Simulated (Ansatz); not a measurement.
# MoS2 (R3m) in Ansatz: a series of runs

One crystal, MoS2, is run at these levels: PBE, PBEsol; tasks: phonons, elastic constants.

Everything below comes from runs of Ansatz 0.2.0. Logs are shortened: lines on timing, memory, paths and dates and some standing lists are left out, and cuts for length are marked.

**1. The structure**

The structure is trigonal, space group R3m (No. 160). The conventional cell has a = 3.163 Å, b = 3.163 Å, c = 18.370 Å, α = 90.00°, β = 90.00°, γ = 120.00°. Mo (site symmetry 3m) has 6 S at 2.36 Å as nearest neighbours. S (site symmetry 3m) is surrounded by 3 Mo at 2.36 Å. S (site symmetry 3m) has 3 Mo at 2.36 Å as nearest neighbours.

Measurements of this composition are mostly on another form, of space group No. 194.

**2. Phonons, PBE**

Input file input.yaml:

```yaml
crystal:
  lattice:
    - [1.58149989, 0.91307939, 6.12332821]
    - [-1.58149989, 0.91307939, 6.12332821]
    - [0.0, -1.82615878, 6.12332821]
  atoms:
    - { symbol: Mo, position: [0.0, 0.0, 0.0] }
    - { symbol: S, position: [0.7484, 0.7484, 0.7484] }
    - { symbol: S, position: [0.5849, 0.5849, 0.5849] }
kpoints:
  mp_grid: { grid: [10, 10, 10] }
scf:
  occupations: { method: fermi_dirac, width: 0.05 }
hamiltonian:
  xc: pbe
  pseudopotentials: { kind: all_electron, lapw: { basis_error: 0.002 } }
output: {}
phonons:
  method: fd
  supercell: [1, 1, 1]
```

Potentials or basis: all-electron LAPW, scalar-relativistic.

Launch:

```console
ansatz run input.yaml --threads 2 --pin off --max-ram 6144MiB --backend cpu --events-out ev --progress --plain --runs-dir out
```

The log of the run:

```text
Warning: RAYON_NUM_THREADS=2 ignored (pool sized by the plan → 2); use --threads N
LAPW: plane waves up to 8.394 Å⁻¹, error target 2.0e-3 eV per atom; small_component_spin mean_spin; S in spheres of 1.017 Å, 14 of its electrons in bands, Dirac shells []; Mo in spheres of 1.276 Å, 30 of its electrons in bands, Dirac shells [] (how accurate: hamiltonian.pseudopotentials.lapw.basis_error, Limitations)
Engine: ansatz 0.2.0, aarch64-unknown-linux-gnu
Pseudopotentials: kind: all_electron
Pseudopotential: Mo, LAPW, valence charge 30, lapw/all_electron/scalar/gaussian/Mo, Koelling and Harmon's equation, gaussian nucleus
Pseudopotential: S, LAPW, valence charge 14, lapw/all_electron/scalar/gaussian/S, Koelling and Harmon's equation, gaussian nucleus
Functional definition: PBE
  parameter kappa = 0.804
  parameter beta = 0.06672455060314922
  exchange = pbe_x(kappa = kappa, mu = beta*pi^2/3)
  correlation = pbe_c(beta = beta)
Crystal: 3 atoms, lattice volume = 53.054 Å³
Basis set: ecut = 268.41692408182223 eV, 539 PW (Γ), FFT grids on a1−a3, a2−a3, a3, exchange–correlation at level 2
Bands: 35, of which v1, the nominal top of the filled ones, is band 29 counted from 1 (28 counted from 0)
Symmetry: 6 space group operations
k-points: 116 of 1000 (time reversal used)
Non-local potential: Mo, projectors of the file, none
Non-local potential: S, projectors of the file, none
Initial density: superposition of atomic densities (chi_scale 0.1, normalization cell, long waves kept (reshape's long-wave potential 0.14 eV rms))
Initial wavefunctions: plane waves of lowest kinetic energy (no species holds an atomic orbital)
Functional: x = pbe(κ = 0.804, μ = 0.2195149727645171), c = pbe(β = 0.06672455060314922)
iter 1 solved again at ethr=5.70e-3 eV; its pass at ethr=1.00e-1 eV (dr2=3.30e0 eV) is discarded
SCF iter   1: F=—  HF=-131907.077209 eV  |F-HF|=—  |Δ(HF+E_count)|=         —  Δρ=6.82e-2  dr2=3.31e0  ethr=5.70e-3  ⟨swp⟩=2.0  Hψ=26682  notcnv=0
preconditioner: auto → Resta (q_TF=auto, 2.769 Å⁻¹)  ε∞=5.2  [insulator: Δε(μ)=0.906 eV  Ē_g=10.597 eV  σ=0.050 eV  W_gap=1.00  n_scr=22 (ndim 8)  ℏωp=21.6 eV  f_vac=0.110  D(μ)=0.00/eV (n_scr^D=0)  ε∞_Penn≈5.2]
SCF iter   2: F=—  HF=-131906.190775 eV  |F-HF|=—  |Δ(HF+E_count)|=   8.86e-1  Δρ=3.31e-2  dr2=2.16e0  ethr=5.70e-3  ⟨swp⟩=3.0  Hψ=12196  notcnv=0
SCF iter   3: F=—  HF=-131905.794072 eV  |F-HF|=—  |Δ(HF+E_count)|=   3.97e-1  Δρ=1.91e-2  dr2=2.55e-1  ethr=3.72e-3  ⟨swp⟩=2.1  Hψ=10912  notcnv=0
SCF iter   4: F=—  HF=-131905.737844 eV  |F-HF|=—  |Δ(HF+E_count)|=         —  Δρ=4.01e-3  dr2=2.61e-2  ethr=4.40e-4  ⟨swp⟩=3.0  Hψ=12459  notcnv=0
the basis was enlarged: its passes take 118.7 KiB over the memory plan, 2 of 2 planned eigensolver slots
SCF iter   5: F=—  HF=-131905.734291 eV  |F-HF|=—  |Δ(HF+E_count)|=   3.55e-3  Δρ=2.15e-3  dr2=4.94e-3  ethr=4.49e-5  ⟨swp⟩=2.0  Hψ=12037  notcnv=0
iter 6 solved again at ethr=8.49e-7 eV; its pass at ethr=8.52e-6 eV (dr2=4.92e-4 eV) is discarded
SCF iter   6: F=—  HF=-131905.733777 eV  |F-HF|=—  |Δ(HF+E_count)|=   5.14e-4  Δρ=7.27e-4  dr2=4.93e-4  ethr=8.49e-7  ⟨swp⟩=2.0  Hψ=19609  notcnv=0
SCF iter   7: F=—  HF=-131905.733845 eV  |F-HF|=—  |Δ(HF+E_count)|=   6.83e-5  Δρ=1.35e-4  dr2=3.07e-5  ethr=8.49e-7  ⟨swp⟩=3.0  Hψ=11591  notcnv=0
SCF iter   8: F=—  HF=-131905.733863 eV  |F-HF|=—  |Δ(HF+E_count)|=   1.74e-5  Δρ=7.45e-5  dr2=7.21e-6  ethr=5.30e-8  ⟨swp⟩=3.0  Hψ=11846  notcnv=0
SCF iter   9: F=—  HF=-131905.733865 eV  |F-HF|=—  |Δ(HF+E_count)|=   1.80e-6  Δρ=1.39e-5  dr2=1.76e-7  ethr=1.24e-8  ⟨swp⟩=3.0  Hψ=11882  notcnv=0
SCF iter  10: F=—  HF=-131905.733865 eV  |F-HF|=—  |Δ(HF+E_count)|=   6.59e-8  Δρ=3.90e-6  dr2=9.83e-9  ethr=3.04e-10  ⟨swp⟩=3.0  Hψ=11998  notcnv=0
SCF iter  11: F=—  HF=-131905.733865 eV  |F-HF|=—  |Δ(HF+E_count)|=   1.78e-8  Δρ=1.27e-6  dr2=1.36e-9  ethr=1.70e-11  ⟨swp⟩=3.0  Hψ=12254  notcnv=0
SCF iter  12: F=-131905.733865 eV  HF=-131905.733865 eV  |F-HF|=1.46e-10  |Δ(HF+E_count)|=   1.46e-9  Δρ=5.28e-7  dr2=2.22e-10  ethr=8.32e-12 (applied; sched 2.34e-12)  ⟨swp⟩=3.0  Hψ=11651  notcnv=0
SCF 1 converged in 12 iterations: F = -131905.733865 eV  dr2 = 2.22e-10
Symmetry: 2 space group operations
k-points: 282 of 1000 (time reversal used)
Initial density: handed on by an earlier stage of this run
Initial wavefunctions: plane waves of lowest kinetic energy (no species holds an atomic orbital; no wavefunctions were taken with the density)
iter 1 solved again at ethr=2.94e-6 eV; its pass at ethr=1.00e-1 eV (dr2=1.71e-3 eV) is discarded
SCF iter   1: F=—  HF=-131905.732865 eV  |F-HF|=—  |Δ(HF+E_count)|=         —  Δρ=9.44e-4  dr2=1.70e-3  ethr=2.94e-6  ⟨swp⟩=4.0  Hψ=73977  notcnv=0
preconditioner: auto → Resta (q_TF=auto, 2.769 Å⁻¹)  ε∞=5.6  [insulator: Δε(μ)=0.794 eV  Ē_g=10.040 eV  σ=0.050 eV  W_gap=1.00  n_scr=22 (ndim 8)  ℏωp=21.6 eV  f_vac=0.144  D(μ)=0.00/eV (n_scr^D=0)  ε∞_Penn≈5.6]
iter 2 solved again at ethr=2.90e-7 eV; its pass at ethr=2.94e-6 eV (dr2=1.68e-4 eV) is discarded
SCF iter   2: F=—  HF=-131905.732543 eV  |F-HF|=—  |Δ(HF+E_count)|=   3.23e-4  Δρ=3.82e-4  dr2=1.65e-4  ethr=2.90e-7  ⟨swp⟩=2.0  Hψ=47674  notcnv=0
SCF iter   3: F=—  HF=-131905.732508 eV  |F-HF|=—  |Δ(HF+E_count)|=   3.50e-5  Δρ=1.63e-4  dr2=2.24e-5  ethr=2.85e-7  ⟨swp⟩=2.0  Hψ=27657  notcnv=0
SCF iter   4: F=—  HF=-131905.732505 eV  |F-HF|=—  |Δ(HF+E_count)|=   2.86e-6  Δρ=6.78e-5  dr2=5.62e-6  ethr=3.87e-8  ⟨swp⟩=3.0  Hψ=29557  notcnv=0
SCF iter   5: F=—  HF=-131905.732503 eV  |F-HF|=—  |Δ(HF+E_count)|=   1.39e-6  Δρ=2.41e-5  dr2=4.09e-7  ethr=9.68e-9  ⟨swp⟩=2.0  Hψ=27644  notcnv=0
SCF iter   6: F=—  HF=-131905.732503 eV  |F-HF|=—  |Δ(HF+E_count)|=   1.80e-9  Δρ=7.30e-6  dr2=3.19e-8  ethr=7.06e-10  ⟨swp⟩=2.0  Hψ=27644  notcnv=0
SCF iter   7: F=—  HF=-131905.732503 eV  |F-HF|=—  |Δ(HF+E_count)|=   1.64e-8  Δρ=2.15e-6  dr2=2.95e-9  ethr=5.50e-11  ⟨swp⟩=3.0  Hψ=28274  notcnv=0
SCF iter   8: F=-131905.732503 eV  HF=-131905.732503 eV  |F-HF|=1.16e-10  |Δ(HF+E_count)|=   2.88e-9  Δρ=5.38e-7  dr2=1.89e-10  ethr=8.48e-12 (applied; sched 5.09e-12)  ⟨swp⟩=3.0  Hψ=29018  notcnv=0
SCF 2 converged in 8 iterations: F = -131905.732503 eV  dr2 = 1.89e-10
iter 1 solved again at ethr=2.96e-6 eV; its pass at ethr=1.00e-1 eV (dr2=1.72e-3 eV) is discarded
SCF iter   1: F=—  HF=-131905.732894 eV  |F-HF|=—  |Δ(HF+E_count)|=         —  Δρ=9.47e-4  dr2=1.71e-3  ethr=2.96e-6  ⟨swp⟩=4.1  Hψ=73968  notcnv=0
preconditioner: auto → Resta (q_TF=auto, 2.769 Å⁻¹)  ε∞=5.6  [insulator: Δε(μ)=0.798 eV  Ē_g=10.040 eV  σ=0.050 eV  W_gap=1.00  n_scr=22 (ndim 8)  ℏωp=21.6 eV  f_vac=0.144  D(μ)=0.00/eV (n_scr^D=0)  ε∞_Penn≈5.6]
iter 2 solved again at ethr=2.92e-7 eV; its pass at ethr=2.95e-6 eV (dr2=1.69e-4 eV) is discarded
SCF iter   2: F=—  HF=-131905.732569 eV  |F-HF|=—  |Δ(HF+E_count)|=   3.24e-4  Δρ=3.84e-4  dr2=1.66e-4  ethr=2.92e-7  ⟨swp⟩=2.0  Hψ=47672  notcnv=0
SCF iter   3: F=—  HF=-131905.732534 eV  |F-HF|=—  |Δ(HF+E_count)|=   3.55e-5  Δρ=1.63e-4  dr2=2.24e-5  ethr=2.87e-7  ⟨swp⟩=2.0  Hψ=27654  notcnv=0
SCF iter   4: F=—  HF=-131905.732531 eV  |F-HF|=—  |Δ(HF+E_count)|=   3.15e-6  Δρ=6.16e-5  dr2=4.52e-6  ethr=3.86e-8  ⟨swp⟩=3.0  Hψ=29560  notcnv=0
SCF iter   5: F=—  HF=-131905.732530 eV  |F-HF|=—  |Δ(HF+E_count)|=   1.07e-6  Δρ=2.45e-5  dr2=4.65e-7  ethr=7.79e-9  ⟨swp⟩=2.0  Hψ=27643  notcnv=0
SCF iter   6: F=—  HF=-131905.732530 eV  |F-HF|=—  |Δ(HF+E_count)|=   2.43e-8  Δρ=7.62e-6  dr2=3.45e-8  ethr=8.01e-10  ⟨swp⟩=2.0  Hψ=27643  notcnv=0
SCF iter   7: F=—  HF=-131905.732530 eV  |F-HF|=—  |Δ(HF+E_count)|=   1.69e-8  Δρ=2.22e-6  dr2=3.20e-9  ethr=5.95e-11  ⟨swp⟩=3.0  Hψ=28155  notcnv=0
[... 28 lines left out ...]
SCF iter   3: F=—  HF=-131905.740627 eV  |F-HF|=—  |Δ(HF+E_count)|=   1.16e-5  Δρ=1.62e-4  dr2=2.64e-5  ethr=1.03e-7  ⟨swp⟩=2.5  Hψ=27837  notcnv=0
iter 4 solved again at ethr=4.40e-9 eV; its pass at ethr=4.55e-8 eV (dr2=2.55e-6 eV) is discarded
SCF iter   4: F=—  HF=-131905.740621 eV  |F-HF|=—  |Δ(HF+E_count)|=   5.81e-6  Δρ=6.55e-5  dr2=2.54e-6  ethr=4.40e-9  ⟨swp⟩=2.0  Hψ=47668  notcnv=0
SCF iter   5: F=—  HF=-131905.740621 eV  |F-HF|=—  |Δ(HF+E_count)|=   4.18e-7  Δρ=1.87e-5  dr2=1.83e-7  ethr=4.38e-9  ⟨swp⟩=2.0  Hψ=27645  notcnv=0
SCF iter   6: F=—  HF=-131905.740621 eV  |F-HF|=—  |Δ(HF+E_count)|=   1.66e-8  Δρ=4.16e-6  dr2=9.25e-9  ethr=3.15e-10  ⟨swp⟩=2.1  Hψ=27671  notcnv=0
SCF iter   7: F=-131905.740621 eV  HF=-131905.740621 eV  |F-HF|=2.04e-10  |Δ(HF+E_count)|=   4.22e-9  Δρ=9.28e-7  dr2=5.79e-10  ethr=1.60e-11  ⟨swp⟩=3.0  Hψ=28568  notcnv=0
SCF 6 converged in 7 iterations: F = -131905.740621 eV  dr2 = 5.79e-10
iter 1 solved again at ethr=6.03e-7 eV; its pass at ethr=1.00e-1 eV (dr2=3.50e-4 eV) is discarded
SCF iter   1: F=—  HF=-131905.725792 eV  |F-HF|=—  |Δ(HF+E_count)|=         —  Δρ=5.98e-4  dr2=3.77e-4  ethr=6.03e-7  ⟨swp⟩=4.4  Hψ=80164  notcnv=0
preconditioner: auto → Resta (q_TF=auto, 2.769 Å⁻¹)  ε∞=5.6  [insulator: Δε(μ)=0.778 eV  Ē_g=10.050 eV  σ=0.050 eV  W_gap=1.00  n_scr=22 (ndim 8)  ℏωp=21.6 eV  f_vac=0.145  D(μ)=0.00/eV (n_scr^D=0)  ε∞_Penn≈5.6]
SCF iter   2: F=—  HF=-131905.725707 eV  |F-HF|=—  |Δ(HF+E_count)|=   8.45e-5  Δρ=3.01e-4  dr2=6.01e-5  ethr=6.03e-7  ⟨swp⟩=2.0  Hψ=27645  notcnv=0
SCF iter   3: F=—  HF=-131905.725695 eV  |F-HF|=—  |Δ(HF+E_count)|=   1.18e-5  Δρ=1.65e-4  dr2=2.73e-5  ethr=1.04e-7  ⟨swp⟩=2.4  Hψ=27804  notcnv=0
iter 4 solved again at ethr=4.33e-9 eV; its pass at ethr=4.71e-8 eV (dr2=2.51e-6 eV) is discarded
SCF iter   4: F=—  HF=-131905.725689 eV  |F-HF|=—  |Δ(HF+E_count)|=   6.14e-6  Δρ=6.59e-5  dr2=2.50e-6  ethr=4.33e-9  ⟨swp⟩=2.0  Hψ=47676  notcnv=0
SCF iter   5: F=—  HF=-131905.725689 eV  |F-HF|=—  |Δ(HF+E_count)|=   4.06e-7  Δρ=1.84e-5  dr2=1.79e-7  ethr=4.30e-9  ⟨swp⟩=2.0  Hψ=27654  notcnv=0
SCF iter   6: F=—  HF=-131905.725689 eV  |F-HF|=—  |Δ(HF+E_count)|=   1.70e-8  Δρ=4.15e-6  dr2=9.31e-9  ethr=3.08e-10  ⟨swp⟩=2.1  Hψ=27664  notcnv=0
SCF iter   7: F=-131905.725689 eV  HF=-131905.725689 eV  |F-HF|=1.16e-10  |Δ(HF+E_count)|=   5.53e-9  Δρ=9.29e-7  dr2=5.77e-10  ethr=1.61e-11  ⟨swp⟩=3.0  Hψ=28551  notcnv=0
SCF 7 converged in 7 iterations: F = -131905.725689 eV  dr2 = 5.77e-10
SCF converged after 12 iterations
Free energy (F): -131905.733865 eV
Harris-Foulkes:  -131905.733865 eV  (|F-HF|=1.46e-10)
Internal energy: -131905.733859 eV  (E = F + TS)
E sigma→0 (E₀):  -131905.733862 eV
Entropy (-TS):   -0.000006 eV (-0.002 meV/atom)
Fermi energy:    12.912700 eV
--- Per-component energies (eV) ---
  E_band       = -6795.296997
  E_kinetic    = 136008.763702
  E_xc         = -4769.253301
  E_electrostatic = -263145.244260  (all electrons and nuclei)
  E_smearing   = -0.000006  (= −TS)
  E_closure    = 0.000000  (closes the sum)
  E_atoms      = -131884.088107  (free atoms, spherical and without spin; not in F)
  Σ components = -131905.733865   (vs F -131905.733865, Δ=0.00e0)
  Basis errors (estimates in eV, not in F): energy 9.2e-4 per atom: plane waves 8.4e-4 (5.0e-4 summed), levels above the bands 8.8e-64, relativity 6.8e-8, radial functions 8.0e-5, core shells 1.1e-6; eigenvalues (radial functions only) 1.4e-6; not estimated: angular momenta, meshes, grids; target (lapw.basis_error) 2.0e-3; muffin-tin radii S 1.017 Å, Mo 1.276 Å
--- Forces (eV/Å), atoms counted from 1 ---
  atom   1  Mo     0.00000000     0.00000000    -0.00250671
  atom   2  S      0.00000000    -0.00000000     1.29231029
  atom   3  S     -0.00000000     0.00000000    -1.28981067
  max |Σ_I F_I| component: 7.09e-6 eV/Å
--- Band table (eV; the first three rows and the last of 116) ---
  k-point 0: bands = ["-363.9047", "-363.8873", "-363.8873", "-205.7855", "-205.7855", "-205.7736", "-205.7661", "-205.7661", "-193.5463", "-193.5418", "-138.3379", "-138.3379", "-138.3338", "-138.3338", "-138.2830", "-138.2776", "-49.1147", "-23.2858", "-23.0696", "-23.0696", "-2.7848", "-0.9458", "5.3603", "8.7281", "8.7281", "9.9290", "9.9290", "11.2594", "11.4236", "14.4862", "14.4862", "15.0035", "15.0035", "17.8523", "20.5799"]
  k-point 1: bands = ["-363.9047", "-363.8873", "-363.8873", "-205.7855", "-205.7855", "-205.7736", "-205.7661", "-205.7661", "-193.5463", "-193.5418", "-138.3379", "-138.3379", "-138.3338", "-138.3338", "-138.2830", "-138.2776", "-49.1107", "-23.2776", "-23.1104", "-23.0788", "-2.6284", "-0.9053", "5.5337", "8.4232", "8.8930", "9.4500", "9.6924", "11.2892", "11.5260", "14.4135", "14.5328", "14.7458", "14.8431", "18.5463", "20.8923"]
  k-point 2: bands = ["-363.9047", "-363.8873", "-363.8873", "-205.7855", "-205.7855", "-205.7736", "-205.7661", "-205.7661", "-193.5463", "-193.5418", "-138.3380", "-138.3379", "-138.3339", "-138.3338", "-138.2830", "-138.2776", "-49.1002", "-23.2562", "-23.2160", "-23.1027", "-2.1950", "-0.7927", "5.9276", "7.8178", "8.5989", "9.1800", "9.3442", "11.0823", "11.2534", "13.8948", "14.4541", "14.7452", "15.3249", "19.7689", "21.0117"]
  k-point 115: bands = ["-363.9047", "-363.8873", "-363.8873", "-205.7855", "-205.7855", "-205.7736", "-205.7661", "-205.7661", "-193.5463", "-193.5418", "-138.3380", "-138.3380", "-138.3339", "-138.3339", "-138.2830", "-138.2776", "-49.1147", "-23.2859", "-23.0696", "-23.0696", "-2.5729", "-1.3269", "6.2764", "8.7158", "8.7158", "9.1026", "9.9530", "9.9530", "12.5902", "14.5691", "14.5691", "14.8829", "14.8829", "17.8915", "21.0215"]
--- Phonons: 6 displaced members + reference (amplitude 0.01 Å, Σ member SCF iterations 44) ---
  symmetry images taken by strict's conditions (phonons.symmetry_images: auto; settled by no image being taken that strict refuses)
  ASR residual: 9.004e-4 → 0.000e0 eV/Å²; symmetrization residual: 6.425e-4 eV/Å²
  largest component of a force at the reference: 1.3e0 eV/Å
  ASR residual per site (eV/Å²): 9.00e-4 3.83e-4 5.91e-4
  Γ frequencies (cm⁻¹): 0.00 0.00 0.00 304.84 304.84 405.19 405.19 438.77 493.91
  density of states and harmonic sums: on the 23×23×23 q-mesh, interpolated from the force constants of a 1×1×1 supercell (no non-analytic term)
  largest difference from the sums on the solved wave vectors: F 3.80e-1 eV, S 6.38e-4 and C_V 2.58e-4 eV/K
  zero-point energy: 0.172507 eV/cell   skipped modes (ω ≤ 0): 36, of them read as no rigid motion or as one in doubt: 33 (5.425e-3 modes/cell left out, lowest 0.00 cm⁻¹)   left out of the sums: 6.30e-4 of the cell's modes: C_V's classical limit lies that fraction below 3 k_B per atom; for a crystal, a wire or a layer, F and S can be off by more, and a phonons.interpolated_qmesh denser along its periods is the remedy for the sampling
```

Wall time 9.7 min (2 threads of Arm Neoverse V1, shared host); peak memory 1 GiB.

Results:

- Free energy: -131905.7339 eV
- Largest force: 1.292 eV/Å
- Band gap on the k mesh: 0.80 eV, indirect (least direct gap 1.92 eV)
- Highest phonon frequency at Γ, LO-TO splitting left out: 494 cm⁻¹

Forces on the atoms (eV/Å):
```
Mo   0.000  0.000 -0.003
S    0.000  0.000  1.292
S    0.000  0.000 -1.290
```

Phonon frequencies in cm⁻¹ (negative: imaginary):
| q point | frequencies |
| --- | --- |
| (0.000, 0.000, 0.000) | 0 0 0 305 305 405 405 439 494 |

Caveat: forces of over 1 eV/Å show positions far from the minimum, so gaps and moduli don't describe the material at rest. A k mesh can miss the band edges.

(Part 1 of 2 ends here.)
